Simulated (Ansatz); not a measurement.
# Ga (I4/mmm) in Ansatz: further runs

One crystal, Ga, is run at these levels: PBEsol; tasks: single point.

Program: Ansatz 0.2.0. These are calculated values, not measurements. Logs are shortened: lines on timing, memory, paths and dates and some standing lists are left out, and cuts for length are marked.

## Step 1: The structure

It takes space group I4/mmm (No. 139, tetragonal). Conventional cell: a = 2.769 Å, b = 2.769 Å, c = 4.622 Å, α = 90.00°, β = 90.00°, γ = 90.00°. Ga (site symmetry 4/mmm) is surrounded by 12 Ga at 2.77 to 3.03 Å.

This isn't the form of Ga at room conditions, which is orthorhombic.

## Step 2: Single point, PBEsol, 16.66 Å³/atom (volume scaled by 0.94)

The input, input.yaml:

```yaml
crystal:
  lattice:
    - [-1.3561377546, 1.3561377546, 2.2640427644]
    - [1.3561377546, -1.3561377546, 2.2640427644]
    - [1.3561377546, 1.3561377546, -2.2640427644]
  atoms:
    - { symbol: Ga, position: [0.0, 0.0, 0.0] }
kpoints:
  mp_grid: { grid: [13, 13, 13] }
scf:
  occupations: { method: fermi_dirac, width: 0.05 }
hamiltonian:
  xc: pbesol
  pseudopotentials: { kind: all_electron, lapw: { basis_error: 0.0005 } }
output:
  forces: true
  stress: true
  eigenvalues: true
```

Potentials or basis: all-electron LAPW, scalar-relativistic.

Started as:

```
$ ansatz run input.yaml --threads 1 --pin off --max-ram 3072MiB --backend cpu --events-out ev --progress --plain --runs-dir out
```

Output:

```text
Warning: RAYON_NUM_THREADS=1 ignored (pool sized by the plan → 1); use --threads N
LAPW: plane waves up to 8.429 Å⁻¹, error target 5.0e-4 eV per atom; small_component_spin mean_spin; Ga in spheres of 1.356 Å, 21 of its electrons in bands, Dirac shells [] (how accurate: hamiltonian.pseudopotentials.lapw.basis_error, Limitations)
Engine: ansatz 0.2.0, aarch64-unknown-linux-gnu
Pseudopotentials: kind: all_electron
Pseudopotential: Ga, LAPW, valence charge 21, lapw/all_electron/scalar/gaussian/Ga, Koelling and Harmon's equation, gaussian nucleus
Functional definition: PBEsol
  exchange = pbesol_x
  correlation = pbesol_c
Crystal: 1 atoms, lattice volume = 16.655 Å³
Basis set: ecut = 270.69410934362884 eV, 155 PW (Γ), FFT grids on a1+a3, a2+a3, a3, exchange–correlation at level 2
Bands: 15, of which v1, the nominal top of the filled ones, is band 11 counted from 1 (10 counted from 0)
Symmetry: 16 space group operations
Space group: I4/mmm (ITA 139), of the structure as read, at distance tolerance 2.6e-5 Å
k-points: 196 of 2197
Non-local potential: Ga, projectors of the file, none
Initial density: superposition of atomic densities (chi_scale 0.1, normalization cell)
Initial wavefunctions: plane waves of lowest kinetic energy (no species holds an atomic orbital)
Functional: x = pbesol(κ = 0.804, μ = 0.12345679012345678), c = pbesol(β = 0.046)
iter 1 solved again at ethr=6.39e-5 eV; its pass at ethr=1.00e-1 eV (dr2=1.34e-2 eV) is discarded
SCF iter   1: F=—  HF=-52860.068703 eV  |F-HF|=—  |Δ(HF+E_count)|=         —  Δρ=1.18e-2  dr2=1.35e-2  ethr=6.39e-5  ⟨swp⟩=3.1  Hψ=20308  notcnv=0
preconditioner: auto → Kerker (q_TF=auto, 2.836 Å⁻¹)  [metal: Δε(μ)=0.031 eV  Ē_g=21.896 eV  σ=0.050 eV  W_gap=0.15  n_scr=10 (ndim 8)  ℏωp=32.8 eV  f_vac=0.000  D(μ)=0.36/eV (n_scr^D=0)]
SCF iter   2: F=—  HF=-52860.028798 eV  |F-HF|=—  |Δ(HF+E_count)|=   3.99e-2  Δρ=6.39e-3  dr2=4.63e-3  ethr=6.39e-5  ⟨swp⟩=2.0  Hψ=8894  notcnv=0
SCF iter   3: F=—  HF=-52860.021034 eV  |F-HF|=—  |Δ(HF+E_count)|=   7.76e-3  Δρ=4.87e-3  dr2=2.86e-3  ethr=2.20e-5  ⟨swp⟩=2.0  Hψ=8277  notcnv=0
SCF iter   4: F=—  HF=-52860.019774 eV  |F-HF|=—  |Δ(HF+E_count)|=   1.26e-3  Δρ=2.69e-3  dr2=9.63e-4  ethr=1.36e-5  ⟨swp⟩=2.0  Hψ=8276  notcnv=0
iter 5 solved again at ethr=3.28e-7 eV; its pass at ethr=4.59e-6 eV (dr2=6.88e-5 eV) is discarded
SCF iter   5: F=—  HF=-52860.019534 eV  |F-HF|=—  |Δ(HF+E_count)|=   2.40e-4  Δρ=6.64e-4  dr2=6.88e-5  ethr=3.28e-7  ⟨swp⟩=2.0  Hψ=14069  notcnv=0
SCF iter   6: F=—  HF=-52860.019526 eV  |F-HF|=—  |Δ(HF+E_count)|=   7.54e-6  Δρ=9.73e-5  dr2=1.86e-6  ethr=3.28e-7  ⟨swp⟩=2.0  Hψ=8277  notcnv=0
SCF iter   7: F=-52860.019526 eV  HF=-52860.019526 eV  |F-HF|=3.58e-9  |Δ(HF+E_count)|=   2.37e-7  Δρ=1.63e-5  dr2=4.88e-8  ethr=8.84e-9  ⟨swp⟩=2.0  Hψ=8277  notcnv=0
SCF 1 converged in 7 iterations: F = -52860.019526 eV  dr2 = 4.88e-8
SCF converged after 7 iterations
Free energy (F): -52860.019526 eV
Harris-Foulkes:  -52860.019526 eV  (|F-HF|=3.58e-9)
Internal energy: -52860.016747 eV  (E = F + TS)
E sigma→0 (E₀):  -52860.018136 eV
Entropy (-TS):   -0.002779 eV (-2.779 meV/atom)
Fermi energy:    13.625750 eV
--- Per-component energies (eV) ---
  E_band       = -729.076909
  E_kinetic    = 53895.254945
  E_xc         = -2019.452589
  E_electrostatic = -104735.819102  (all electrons and nuclei)
  E_smearing   = -0.002779  (= −TS)
  E_closure    = 0.000000  (closes the sum)
  E_atoms      = -52856.706127  (free atoms, spherical and without spin; not in F)
  Σ components = -52860.019526   (vs F -52860.019526, Δ=0.00e0)
  Basis errors (estimates in eV, not in F): energy 1.4e-4 per atom: plane waves 1.3e-4 (6.8e-5 summed), levels above the bands 4.6e-136, relativity 3.2e-9, radial functions 8.8e-6, core shells 1.9e-11; eigenvalues (radial functions only) 6.3e-6; not estimated: angular momenta, meshes, grids; target (lapw.basis_error) 5.0e-4; muffin-tin radii Ga 1.356 Å
--- Forces (eV/Å), atoms counted from 1 ---
  atom   1  Ga     0.00000000    -0.00000000     0.00000000
  max |Σ_I F_I| component: 6.16e-33 eV/Å
--- Stress (GPa, compression-positive) ---
        4.480041       0.000000      -0.000000
        0.000000       4.480041      -0.000000
       -0.000000      -0.000000       3.495816
  P = ⅓ Tr σ = 4.1520 GPa (41.520 kbar)
--- Band table (eV; the first three rows and the last of 196) ---
  k-point 0: bands = ["-129.7523", "-80.6671", "-80.6421", "-80.6421", "-1.4712", "-1.2834", "-1.2439", "-1.2439", "-1.0546", "1.6180", "27.1441", "27.3922", "27.3922", "30.3985", "30.6256"]
  k-point 1: bands = ["-129.7522", "-80.6672", "-80.6426", "-80.6425", "-1.4413", "-1.2711", "-1.2597", "-1.2359", "-1.0702", "1.8650", "25.5655", "25.9760", "26.5677", "28.3257", "31.2037"]
  k-point 2: bands = ["-129.7520", "-80.6674", "-80.6440", "-80.6436", "-1.3562", "-1.3037", "-1.2443", "-1.2127", "-1.1155", "2.6144", "23.1382", "23.9370", "24.9541", "26.1771", "31.6100"]
  k-point 195: bands = ["-129.7519", "-80.6715", "-80.6438", "-80.6433", "-1.5954", "-1.4922", "-1.0251", "-1.0082", "-1.0069", "9.2646", "9.5525", "19.4363", "21.2767", "24.8264", "26.8997"]
```

Wall time 12 s (1 thread of Arm Neoverse V2, shared host); peak memory 0.34 GiB.

Results:

| Item | Value |
| --- | --- |
| Free energy | -52860.0195 eV |
| Pressure | 4.2 GPa |
| Band gap on the k mesh | none (metal or under the smearing width) |

## Step 3: Single point, PBEsol, 17.01 Å³/atom (volume scaled by 0.96)

Edit input.yaml of step 2 so:

```diff
@@ -2,5 +2,5 @@
   lattice:
-    - [-1.3561377546, 1.3561377546, 2.2640427644]
-    - [1.3561377546, -1.3561377546, 2.2640427644]
-    - [1.3561377546, 1.3561377546, -2.2640427644]
+    - [-1.3656883352, 1.3656883352, 2.2799872528]
+    - [1.3656883352, -1.3656883352, 2.2799872528]
+    - [1.3656883352, 1.3656883352, -2.2799872528]
   atoms:
```

Potentials or basis: all-electron LAPW, scalar-relativistic.

Started as:

```
$ ansatz run input.yaml --threads 1 --pin off --max-ram 3072MiB --backend cpu --events-out ev --progress --plain --runs-dir out
```

It took 13 s on 1 thread of Arm Neoverse V2, shared host; peak memory 0.34 GiB.

It converged, with:

```
Free energy            : -52860.0268 eV
Pressure               : 2.5 GPa
Band gap on the k mesh : none (metal or under the smearing width)
```

## Step 4: Single point, PBEsol, 17.36 Å³/atom (volume scaled by 0.98)

Edit input.yaml of step 3 so:

```diff
@@ -2,5 +2,5 @@
   lattice:
-    - [-1.3656883352, 1.3656883352, 2.2799872528]
-    - [1.3656883352, -1.3656883352, 2.2799872528]
-    - [1.3656883352, 1.3656883352, -2.2799872528]
+    - [-1.3751071731, 1.3751071731, 2.2957117997]
+    - [1.3751071731, -1.3751071731, 2.2957117997]
+    - [1.3751071731, 1.3751071731, -2.2957117997]
   atoms:
```

Started as:

```
$ ansatz run input.yaml --threads 1 --pin off --max-ram 3072MiB --backend cpu --events-out ev --progress --plain --runs-dir out
```

Wall time 13 s (1 thread of Arm Neoverse V2, shared host); peak memory 0.34 GiB.

The run converged. Its results:

```yaml
Free_energy: -52860.0307 eV
Pressure: 1.0 GPa
Band_gap_on_the_k_mesh: none (metal or under the smearing width)
```

## Step 5: Single point, PBEsol, 17.72 Å³/atom

Edit input.yaml of step 4 so:

```diff
@@ -2,5 +2,5 @@
   lattice:
-    - [-1.3751071731, 1.3751071731, 2.2957117997]
-    - [1.3751071731, -1.3751071731, 2.2957117997]
-    - [1.3751071731, 1.3751071731, -2.2957117997]
+    - [-1.3843987196, 1.3843987196, 2.3112238365]
+    - [1.3843987196, -1.3843987196, 2.3112238365]
+    - [1.3843987196, 1.3843987196, -2.3112238365]
   atoms:
```

Started as:

```
$ ansatz run input.yaml --threads 1 --pin off --max-ram 3072MiB --backend cpu --events-out ev --progress --plain --runs-dir out
```

Wall time 12 s (1 thread of Arm Neoverse V2, shared host); peak memory 0.34 GiB.

It converged, with:

```yaml
Free_energy: -52860.0315 eV
Pressure: -0.3 GPa
Band_gap_on_the_k_mesh: none (metal or under the smearing width)
```

## Step 6: Single point, PBEsol, 18.07 Å³/atom (volume scaled by 1.02)

Edit input.yaml of step 5 so:

```diff
@@ -2,5 +2,5 @@
   lattice:
-    - [-1.3843987196, 1.3843987196, 2.3112238365]
-    - [1.3843987196, -1.3843987196, 2.3112238365]
-    - [1.3843987196, 1.3843987196, -2.3112238365]
+    - [-1.3935671902, 1.3935671902, 2.3265304007]
+    - [1.3935671902, -1.3935671902, 2.3265304007]
+    - [1.3935671902, 1.3935671902, -2.3265304007]
   atoms:
```

Potentials or basis: all-electron LAPW, scalar-relativistic.

Started as:

```
$ ansatz run input.yaml --threads 1 --pin off --max-ram 3072MiB --backend cpu --events-out ev --progress --plain --runs-dir out
```

Wall time 12 s (1 thread of Arm Neoverse V2, shared host); peak memory 0.34 GiB.

It converged, with:

| Quantity | Value |
| --- | --- |
| Free energy | -52860.0296 eV |
| Pressure | -1.4 GPa |
| Band gap on the k mesh | none (metal or under the smearing width) |

## Step 7: Single point, PBEsol, 18.43 Å³/atom (volume scaled by 1.04)

Edit input.yaml of step 6 so:

```diff
@@ -2,5 +2,5 @@
   lattice:
-    - [-1.3935671902, 1.3935671902, 2.3265304007]
-    - [1.3935671902, -1.3935671902, 2.3265304007]
-    - [1.3935671902, 1.3935671902, -2.3265304007]
+    - [-1.4026165814, 1.4026165814, 2.3416381643]
+    - [1.4026165814, -1.4026165814, 2.3416381643]
+    - [1.4026165814, 1.4026165814, -2.3416381643]
   atoms:
```

Started as:

```
$ ansatz run input.yaml --threads 1 --pin off --max-ram 3072MiB --backend cpu --events-out ev --progress --plain --runs-dir out
```

Run time: 12 s. Hardware: 1 thread of Arm Neoverse V2, shared host; peak memory 0.34 GiB.

It converged, with:

```yaml
Free_energy: -52860.0253 eV
Pressure: -2.4 GPa
Band_gap_on_the_k_mesh: none (metal or under the smearing width)
```

## Step 8: Single point, PBEsol, 18.78 Å³/atom (volume scaled by 1.06)

Edit input.yaml of step 7 so:

```diff
@@ -2,5 +2,5 @@
   lattice:
-    - [-1.4026165814, 1.4026165814, 2.3416381643]
-    - [1.4026165814, -1.4026165814, 2.3416381643]
-    - [1.4026165814, 1.4026165814, -2.3416381643]
+    - [-1.4115506858, 1.4115506858, 2.3565534592]
+    - [1.4115506858, -1.4115506858, 2.3565534592]
+    - [1.4115506858, 1.4115506858, -2.3565534592]
   atoms:
```

Started as:

```
$ ansatz run input.yaml --threads 1 --pin off --max-ram 3072MiB --backend cpu --events-out ev --progress --plain --runs-dir out
```

It took 13 s on 1 thread of Arm Neoverse V2, shared host; peak memory 0.33 GiB.

The run converged. Its results:

```
Free energy            : -52860.0189 eV
Pressure               : -3.3 GPa
Band gap on the k mesh : none (metal or under the smearing width)
```

## Step 9: The reference run

An earlier run on the cell as given: functional PBEsol; potentials or basis all-electron LAPW, scalar-relativistic; cutoff 238 eV (chosen from the basis error); basis error allowed 0.001 eV/atom; k mesh 13 × 13 × 13; occupations fermi-dirac, width 0.05 eV; no spin polarisation.

* Pressure: -0.3 GPa
* Band gap on the k mesh: none (metal or under the smearing width)
